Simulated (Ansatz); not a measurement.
**How the conductance of NiSi2/Si/CoSi2 changes with thickness**

Wanted: T(E), the conductance and its decay constant for NiSi2/Si/CoSi2. The lower electrode is NiSi2 fluorite(111) turned by 180 degrees (type B), the upper one CoSi2 fluorite(111) turned by 180 degrees (type B); the barrier is Si diamond(111) (whole bilayers). In the first transport cell, after relaxation, the nearest pair of electrode and barrier is Si–Si at 2.37 Å, along the normal, at the lower face and Si–Si at 2.39 Å, along the normal, at the upper one. All share a net of side 3.84 Å, which strains the lower electrode by +0.0 %, the upper one by +1.3 % and the barrier by -0.7 %, against typed lattice constants near PBE's. The first steps treat the bulk electrodes alone.

Program: Ansatz 0.2.0. Level of theory: PBE DFT, plane waves, PAW files, in the first sound run; inputs show where later runs differ. Results are calculated unless marked as measured.

This is a report of a sequence of runs, with most program output left out.

**1. Set-up**

The structure is cubic, space group Fm-3m (No. 225). The conventional cell has a = 5.430 Å, b = 5.430 Å, c = 5.430 Å, α = 90.00°, β = 90.00°, γ = 90.00°. Nearest to Si lie 4 Ni at 2.35 Å. Ni has 8 Si at 2.35 Å nearest. Farther neighbours are not listed.

**2. Layer spacing of the electrode**

The electrode is held to the junction's net and relaxed along the normal; its spacing is used for the ideal lead layers.

File input.yaml:

```yaml
crystal:
  lattice:
    - [3.84, 0.0, 0.0]
    - [-1.92, 3.3255375505, 0.0]
    - [0.0, 0.0, 9.4043325761]
  atoms:
    - { symbol: Si, position: [0.0, 0.0, 0.0] }
    - { symbol: Ni, position: [0.6666666667, 0.3333333333, 0.0833333333] }
    - { symbol: Si, position: [0.3333333333, 0.6666666667, 0.1666666667] }
    - { symbol: Si, position: [0.6666666667, 0.3333333333, 0.3333333333] }
    - { symbol: Ni, position: [0.3333333333, 0.6666666667, 0.4166666667] }
    - { symbol: Si, position: [0.0, 0.0, 0.5] }
    - { symbol: Si, position: [0.3333333333, 0.6666666667, 0.6666666667] }
    - { symbol: Ni, position: [0.0, 0.0, 0.75] }
    - { symbol: Si, position: [0.6666666667, 0.3333333333, 0.8333333333] }
kpoints:
  mp_grid: { grid: [12, 12, 3] }
scf:
  occupations: { method: fermi_dirac, width: 0.1 }
  max_iter: 150
hamiltonian:
  xc: pbe
relax:
  f_tol: 0.01
  max_steps: 40
  cell: { fix: [a, b, angles] }
```

Command:

```bash
$ ansatz run input.yaml --threads 8 --pin off --max-ram 24576MiB --backend cpu --events-out ev --progress --plain --runs-dir out
```

The job ended after 7.6 s (8 threads of Arm Neoverse V2, shared host; peak memory 0.75 GiB; 56 s of CPU time).

This run has no spin polarisation, although Ni can carry a moment.

The steps of the relaxation:

```
step  energy less that of the first step (eV)  largest force component (eV/Å)  pressure (GPa)  volume (Å³)
   1                                   0.0000                          0.0328            1.16       120.09
   2                                  -0.0060                          0.0199            0.46       120.67
   3                                  -0.0076                          0.0018           -0.12       121.17
  4*                                  -0.0079                          0.0018           -0.12       121.17
```

Relaxation steps marked * repeat the geometry before them on a plane-wave basis chosen anew for their cell, so energy and pressure can jump there.

Forces are held to the 36 operations that the run works with; a distortion that breaks them can't arise in this run.

```
     cell as run  before  after  change
           a (Å)   3.840  3.840  -0.0 %
           b (Å)   3.840  3.840  -0.0 %
           c (Å)   9.404  9.488  +0.9 %
volume (Å³/atom)   13.34  13.46  +0.9 %
```

Numbers from this step:

- free energy: -21337.2501 eV
- Fermi energy: 12.85 eV
- pressure: -0.1177 GPa

The relaxation ends with a largest force component of 0.0018 eV/Å.

**3. Layer spacing of the electrode**

System of this step: CoSi2. It takes space group R-3m (No. 166, trigonal). Conventional cell: a = 3.840 Å, b = 3.840 Å, c = 9.198 Å, α = 90.00°, β = 90.00°, γ = 120.00°. Si has 4 Co at 2.30 to 2.35 Å nearest. Nearest to Co lie 8 Si at 2.30 to 2.35 Å. Farther neighbours are not listed.

input.yaml, the sections that differ from step 2:

```yaml
crystal:
  lattice:
    - [3.84, 0.0, 0.0]
    - [-1.92, 3.3255375505, 0.0]
    - [0.0, 0.0, 9.19821853]
  atoms:
    - { symbol: Si, position: [0.0, 0.0, 0.0] }
    - { symbol: Co, position: [0.6666666667, 0.3333333333, 0.0833333333] }
    - { symbol: Si, position: [0.3333333333, 0.6666666667, 0.1666666667] }
    - { symbol: Si, position: [0.6666666667, 0.3333333333, 0.3333333333] }
    - { symbol: Co, position: [0.3333333333, 0.6666666667, 0.4166666667] }
    - { symbol: Si, position: [0.0, 0.0, 0.5] }
    - { symbol: Si, position: [0.3333333333, 0.6666666667, 0.6666666667] }
    - { symbol: Co, position: [0.0, 0.0, 0.75] }
    - { symbol: Si, position: [0.6666666667, 0.3333333333, 0.8333333333] }
# kpoints, scf, hamiltonian, relax: as in step 2
```

Run time: 11 s. Hardware: 8 threads; peak memory 0.74 GiB; 80 s of CPU time.

This run has no spin polarisation, although Co can carry a moment.

Step by step:

```
step  energy less that of the first step (eV)  largest force component (eV/Å)  pressure (GPa)  volume (Å³)
   1                                   0.0000                          0.2278           -2.78       117.46
   2                                  -0.0083                          0.1411           -2.83       117.47
   3                                  -0.0135                          0.0006           -2.69       117.34
   4                                  -0.0135                          0.0008           -2.89       117.48
   5                                  -0.0136                          0.0003           -2.83       117.44
  6*                                  -0.0135                          0.0003           -2.83       117.44
```

Relaxation steps marked * repeat the geometry before them on a plane-wave basis chosen anew for their cell, so energy and pressure can jump there.

The run keeps the 36 symmetry operations that it works with, so distortions that break them were not tested.

```
conventional cell, symmetrised  before  after  change
                         a (Å)   3.840  3.840  -0.0 %
                         b (Å)   3.840  3.840  -0.0 %
                         c (Å)   9.198  9.197  -0.0 %
              volume (Å³/atom)   13.05  13.05  -0.0 %
```

The atoms that moved most (Å, as changes of fractional coordinates times the final cell):

```
atom     dx     dy      dz  length
 Si1  0.000  0.000   0.020   0.020
 Si3  0.000  0.000  -0.020   0.020
 Si4  0.000  0.000   0.020   0.020
 Si6  0.000  0.000  -0.020   0.020
 Si7  0.000  0.000   0.020   0.020
 Si9  0.000  0.000  -0.020   0.020
```

This step gave:

```yaml
free_energy: -19197.5602 eV
fermi_energy: 12.57 eV
pressure: -2.826 GPa
```

The relaxation ends with a largest force component of 3.1e-4 eV/Å.

**4. Relaxing the interfaces**

System of this step: NiSi2/Si/CoSi2. The cell holds 14 atoms: 12 Si, 1 Ni and 1 Co. Cell: a = 3.840 Å, b = 3.840 Å, c = 33.882 Å, α = 90.0°, β = 90.0°, γ = 120.0°. Vacuum lies along c.

Tunnelling depends exponentially on distance, so the interfaces are relaxed first. A short slab in vacuum serves: only the barrier and the layers next to it are taken over, and later cells can add or drop layers in the barrier's middle. The dipole correction removes the field that unlike faces would set up across the vacuum.

File input.yaml:

```yaml
crystal:
  lattice:
    - [3.84, 0.0, 0.0]
    - [-1.92, 3.3255375505, 0.0]
    - [0.0, 0.0, 33.8824343919]
  atoms:
    - { symbol: Si, position: [0.66666667, 0.33333333, 0.2361105435] }
    - { symbol: Si, position: [0.0, 0.0, 0.2823701701] }
    - { symbol: Ni, position: [0.66666667, 0.33333333, 0.3054999834] }
    - { symbol: Si, position: [0.33333333, 0.66666667, 0.3286297967] }
    - { symbol: Si, position: [0.33333333, 0.66666667, 0.3956261634] }
    - { symbol: Si, position: [0.66666667, 0.33333333, 0.4190456535] }
    - { symbol: Si, position: [0.66666667, 0.33333333, 0.4893041237] }
    - { symbol: Si, position: [0.0, 0.0, 0.5127236138] }
    - { symbol: Si, position: [0.0, 0.0, 0.582982084] }
    - { symbol: Si, position: [0.33333333, 0.66666667, 0.6064015741] }
    - { symbol: Si, position: [0.33333333, 0.66666667, 0.6733979408] }
    - { symbol: Co, position: [0.0, 0.0, 0.6960208197] }
    - { symbol: Si, position: [0.66666667, 0.33333333, 0.7186436986] }
    - { symbol: Si, position: [0.0, 0.0, 0.7638894565] }
kpoints:
  mp_grid: { grid: [8, 8, 1] }
scf:
  occupations: { method: fermi_dirac, width: 0.1 }
  max_iter: 150
hamiltonian:
  xc: pbe
efield:
  axis: 3
  dipole_correction: true
relax:
  f_tol: 0.04
  max_steps: 60
output:
  forces: true
```

The job ended after 12 s (8 threads; peak memory 1.3 GiB; 89 s of CPU time).

This run has no spin polarisation, although Co and Ni can carry a moment.

Relaxation path:

```
step  energy less that of the first step (eV)  largest force component (eV/Å)
   1                                   0.0000                          1.2211
   2                                  -0.1430                          0.4848
   3                                  -0.1821                          0.0960
   4                                  -0.1837                          0.0531
   5                                  -0.1846                          0.0138
```

The run keeps the 6 symmetry operations that it works with, so distortions that break them were not tested.

The atoms that moved most (Å):

```
atom     dx     dy      dz  length
 Ni3  0.000  0.000  -0.184   0.184
Si11  0.000  0.000   0.146   0.146
 Si2  0.000  0.000  -0.145   0.145
Co12  0.000  0.000   0.139   0.139
 Si1  0.000  0.000  -0.132   0.132
 Si4  0.000  0.000  -0.071   0.071
Si14  0.000  0.000   0.039   0.039
 Si6  0.000  0.000   0.035   0.035
```

Numbers from this step:

```
free energy               : -18593.8957 eV
Fermi energy              : 2.228 eV
work function, upper face : 5.206 eV
work function, lower face : 5.396 eV
dipole along the normal   : 0.01340 e·Å
dipole field              : 0.005603 V/Å
```

The largest force component on a free atom ends at 0.014 eV/Å. The work functions of the outer faces are 5.40 and 5.21 eV.

**5. The open system: T(E)**

This step: PBE DFT, plane waves, PAW files; ballistic transmission by layer matching between semi-infinite leads (Ansatz 0.2.0).

System of this step: NiSi2/Si/CoSi2. The cell holds 57 atoms: 40 Si, 8 Ni and 9 Co. Cell: a = 3.840 Å, b = 3.840 Å, c = 76.580 Å, α = 90.0°, β = 90.0°, γ = 120.0°. Regions: left electrode, 25 atoms (17 Si and 8 Ni); barrier, 6 atoms (6 Si); right electrode, 26 atoms (17 Si and 9 Co). Vacuum lies along c.

The relaxed core is set between ideal electrode layers (this cell holds 6 atomic planes between the electrodes; where that differs from the relaxed slab, whole periods were copied in or cut out without a new relaxation), which the solver continues as semi-infinite leads. A wide energy window on a coarse mesh (12×12) shows where the Fermi level lies against the barrier's bands; the projected density of states shows how far the metals' states reach in.

File input.yaml:

```yaml
crystal:
  lattice:
    - [3.84, 0.0, 0.0]
    - [-1.92, 3.3255375505, 0.0]
    - [0.0, 0.0, 76.58001516]
  atoms:
    - { symbol: Si, position: [0.0, 0.0, 0.0914076601] }
    - { symbol: Si, position: [0.33333333, 0.66666667, 0.1118009329] }
    - { symbol: Ni, position: [0.0, 0.0, 0.1222542476] }
    - { symbol: Si, position: [0.66666667, 0.33333333, 0.1327075623] }
    - { symbol: Si, position: [0.0, 0.0, 0.153100835] }
    - { symbol: Ni, position: [0.66666667, 0.33333333, 0.1635541497] }
    - { symbol: Si, position: [0.33333333, 0.66666667, 0.1740074644] }
    - { symbol: Si, position: [0.66666667, 0.33333333, 0.1944007372] }
[... 45 atom lines left out ...]
    - { symbol: Co, position: [0.66666667, 0.33333333, 0.868562062] }
    - { symbol: Si, position: [0.33333333, 0.66666667, 0.8783072284] }
    - { symbol: Si, position: [0.66666667, 0.33333333, 0.8988471735] }
    - { symbol: Co, position: [0.33333333, 0.66666667, 0.9085923399] }
kpoints:
  mp_grid: { grid: [8, 8, 1] }
scf:
  occupations: { method: fermi_dirac, width: 0.1 }
  max_iter: 150
hamiltonian:
  xc: pbe
output:
  transmission:
    kmesh: [12, 12]
    e_range: [-2.5, 2.5]
    de: 0.1
    leads: [[10, 13], [43, 46]]
  dos: { projected: true, e_range: [-6, 5], de: 0.05 }
  write_potential: true
  write_density: true
  volumetric_format: npy
  elf: true
```

It took 3.7 min on 8 threads; peak memory 10 GiB.

Numbers from this step:

```
free energy                                         : -118301.8609 eV
Fermi energy                                        : 8.676 eV
level to which the leads are filled                 : 0 eV from the Fermi level
transmission at the Fermi level (a spin, zone mean) : 0.07588
channels of the lower lead                          : 1.160
channels of the upper lead                          : 1.271
potential step in the lower lead                    : 7.2 meV
potential step in the upper lead                    : 5.8 meV
```

One spin. Transmission, zone mean against energy, zero at the Fermi level:

energy (eV), transmission, zone mean and a bar:
```
    -2.50      0.328 ############
    -2.30      0.443 ################
    -2.00      0.630 #######################
    -1.80      0.575 #####################
    -1.50      0.332 ############
    -1.30      0.229 ########
    -1.10      0.131 ####
    -0.80      0.127 ####
    -0.60      0.043 #
    -0.40      0.080 ##
    -0.10      0.070 ##
     0.00      0.076 ##
     0.10      0.071 ##
     0.40      0.057 #
     0.60      0.058 #
     0.80      0.031 
     1.10      0.031 
     1.30      0.020 
     1.50      0.056 #
     1.80      0.072 ##
     2.00      0.297 ##########
     2.30      0.657 ########################
     2.50      0.819 ##############################
```

One spin. Table of open channels, zone mean by energy, zero at the Fermi level:

```
energy (eV)  lower lead  upper lead
      -2.50        1.67        1.23
      -2.30        1.80        1.35
      -2.20        1.80        1.40
      -2.00        1.88        1.55
      -1.80        1.84        2.04
      -1.60        1.72        1.94
      -1.50        1.59        1.57
      -1.30        1.31        1.49
      -1.10        1.19        1.67
      -0.90        1.02        1.63
      -0.80        1.02        1.67
      -0.60       0.854        1.94
      -0.40       0.681        1.83
      -0.30       0.701        1.62
      -0.10        1.03        1.35
       0.00        1.16        1.27
       0.10        1.12        1.27
       0.30        1.41        1.06
       0.40        1.37       0.979
       0.60        1.63       0.903
       0.80        1.80       0.681
       0.90        1.92       0.639
       1.10        2.13       0.597
       1.30        1.55       0.514
       1.50        1.40       0.611
       1.60        1.03       0.882
       1.80       0.674       0.924
       2.00        1.33        1.26
       2.20        2.62        1.67
       2.30        2.92        1.63
       2.50        2.81        1.79
```

Transmission over k1 and k2. At 0.0000 eV from the Fermi level.

Ten even steps from '0' (0.000) to '9' (0.506):
```
000000000000
000101000000
001233210000
000344430000
001349943100
000249094200
000134994310
000003444300
000001233210
000000010100
000000000000
000000000000
```
Columns: k1 (b1) from -0.5 to 0.417; rows upwards: k2 (b2) from -0.5 to 0.417.

Open channels of the lower lead over k1 and k2. At 0.0000 eV from the Fermi level.

Values, 12 rows by 12 columns:
```
1.00 1.00 1.00 0.00 0.00 1.00 1.00 1.00 1.00 0.00 0.00 1.00
1.00 1.00 1.00 2.00 1.00 2.00 1.00 1.00 1.00 0.00 0.00 0.00
0.00 0.00 2.00 3.00 2.00 2.00 3.00 2.00 0.00 0.00 0.00 0.00
1.00 0.00 1.00 2.00 3.00 1.00 3.00 2.00 1.00 0.00 1.00 1.00
1.00 1.00 2.00 2.00 1.00 2.00 2.00 1.00 2.00 2.00 1.00 1.00
1.00 1.00 1.00 3.00 3.00 2.00 2.00 2.00 3.00 3.00 1.00 1.00
1.00 1.00 1.00 2.00 2.00 1.00 2.00 2.00 1.00 2.00 2.00 1.00
1.00 1.00 1.00 0.00 1.00 2.00 3.00 1.00 3.00 2.00 1.00 0.00
0.00 0.00 0.00 0.00 0.00 2.00 3.00 2.00 2.00 3.00 2.00 0.00
1.00 0.00 0.00 0.00 1.00 1.00 1.00 2.00 1.00 2.00 1.00 1.00
1.00 1.00 0.00 0.00 1.00 1.00 1.00 1.00 0.00 0.00 1.00 1.00
1.00 1.00 1.00 0.00 1.00 1.00 1.00 1.00 1.00 0.00 1.00 1.00
```
Columns: k1 (b1) from -0.5 to 0.417; rows upwards: k2 (b2) from -0.5 to 0.417.

Open channels of the upper lead over k1 and k2. At 0.0000 eV from the Fermi level.

Ten even steps from '0' (0.00) to '9' (3.00):
```
033333300000
336636633000
336666663300
333699963330
036699996630
036699999663
003669999663
303336999633
300336666663
300033663663
000000333333
003330003330
```
Columns: k1 (b1) from -0.5 to 0.417; rows upwards: k2 (b2) from -0.5 to 0.417.

Projected DOS an atom over height of the atomic layer and energy from the Fermi level. Layers: Si Si Ni Si Si Ni Si Si Ni Si Si Ni Si Si Ni Si Si Ni Si Si Ni Si Si Ni Si Si Si Si Si Si Si Si Co Si Si Co Si Si Co Si Si Co Si Si Co Si Si Co Si Si Co Si Si Co Si Si Co; projections on atoms miss part of the total, and the computed bands can run out at the top of the range; a column is the mean of 4 neighbouring layers, the last of those left over.

Ten even steps from '0' (0.06 states/eV) to '9' (5.43 states/eV), each cell a mean:
```
000000000000000
000000000000000
000000000000000
000000000000000
000000000000000
000000000000001
000000000000000
000000000000000
000000000000001
000000000000001
000000001000004
000000002111109
100000003112117
100001003224222
101102001111011
112113111001011
225223011001010
112111001111110
111111000000000
112111000000000
011110000000000
000000000000000
```
Columns: height of the atomic layer (Å) from 8.77 to 69.6 (not evenly spaced); rows upwards: energy from the Fermi level (eV) from -6 to 5.

Electrostatic potential energy in the ca plane at fractional y = 0.000, with atoms of Si and Ni and Co within 0.2 Å of it. With pseudopotentials it is smooth inside the atoms' cores, unlike the true potential.

Values in eV, 6 rows by 16 columns, each cell a mean:
```
 13  13  13  13  13  -7 -34   1 -37  -8 -21 -24   9  11   7 -32
 13  13  13  13  13   9   3   8   3   7   4   4   8   9   8   2
 13  13  13  13  13  13  11   7   7   6   9   7   5   7   5   8
 13  13  13  13  13  12  10   8   7   6   9   7   6   7   6   8
 13  13  13  13  13   5  -6   7  -6   5  -1  -2   9  10   8  -5
 13  13  13  13  13 -12 -42  -2 -45 -13 -28 -31   9  11   6 -39
```
Columns run along c (16.0 Å, from fractional 0.01 to 0.22 of the cell; values clipped at the 3rd and 97th percentile), rows up along a (3.8 Å). Atoms in or near the plane, at fractional coordinates: Si at (0.09, 0.00), Ni at (0.12, 0.00), Si at (0.15, 0.00), Si at (0.22, 0.00).

ELF in the ca plane at fractional y = 0.000, with atoms of Si and Ni and Co within 0.2 Å of it. It is the smooth field of the valence electrons, not physical close to the nuclei.

Values, 6 rows by 16 columns, each cell a mean:
```
0.00 0.00 0.01 0.19 0.82 0.93 0.57 0.44 0.36 0.33 0.53 0.48 0.24 0.05 0.32 0.44
0.00 0.00 0.00 0.05 0.44 0.79 0.64 0.48 0.32 0.40 0.52 0.59 0.41 0.28 0.44 0.60
0.00 0.00 0.00 0.00 0.04 0.19 0.31 0.47 0.56 0.48 0.31 0.33 0.58 0.59 0.53 0.31
0.00 0.00 0.00 0.01 0.11 0.35 0.40 0.49 0.53 0.48 0.35 0.39 0.54 0.53 0.52 0.38
0.00 0.00 0.00 0.09 0.60 0.88 0.68 0.46 0.25 0.36 0.56 0.63 0.35 0.17 0.41 0.63
0.00 0.00 0.01 0.23 0.85 0.93 0.54 0.44 0.46 0.34 0.52 0.40 0.21 0.03 0.29 0.38
```
Columns run along c (16.0 Å, from fractional 0.01 to 0.22 of the cell), rows up along a (3.8 Å). Atoms in or near the plane, at fractional coordinates: Si at (0.09, 0.00), Ni at (0.12, 0.00), Si at (0.15, 0.00), Si at (0.22, 0.00).

Valence density in the ca plane at fractional y = 0.000, with atoms of Si and Ni and Co within 0.2 Å of it. It is the smooth field of the valence electrons, not physical close to the nuclei.

Ten steps, logarithmic in the rise over the least value, from '0' (0 e/Å³) to '9' (42 e/Å³), each cell a mean:
```
00000000000000111011126884111001100000000100
00000000000000011111112432111111100000001111
00000000000000000100011111100111110000001111
00000000000000000000011111000001111100111110
00000000000000000000001111000001111111111110
00000000000000000000001111000001111111111110
00000000000000000000011111000011111000011111
00000000000000001111111221111111100000001111
00000000000000011111114663111111100000000111
00000000000000110001126995111000100000000100
```
Columns run along c (16.0 Å, from fractional 0.01 to 0.22 of the cell), rows up along a (3.8 Å). Atoms in or near the plane, at fractional coordinates: Si at (0.09, 0.00), Ni at (0.12, 0.00), Si at (0.15, 0.00), Si at (0.22, 0.00).

At the Fermi level the transmission is 0.076, as a zone mean for one spin on this coarse mesh. At the Fermi level the layers of this cell's barrier hold from 0.062 to 0.15 states an eV and atom: none is empty there, through tails of the electrodes' states or through bands of its own. In the worse lead the potential repeats within 7.2 meV, which the program lets pass.

(Continued in part 2 of 3.)

[Logs are printed without paths, hosts, clocks, repeated set-up lines and the standing remarks that a program may print on its own settings, such as how far it seeks lower states.]

[Hosts, paths, dates, database ids (printed as entryN), source tags and the programs' standing remarks are cut or masked in the printed files.]
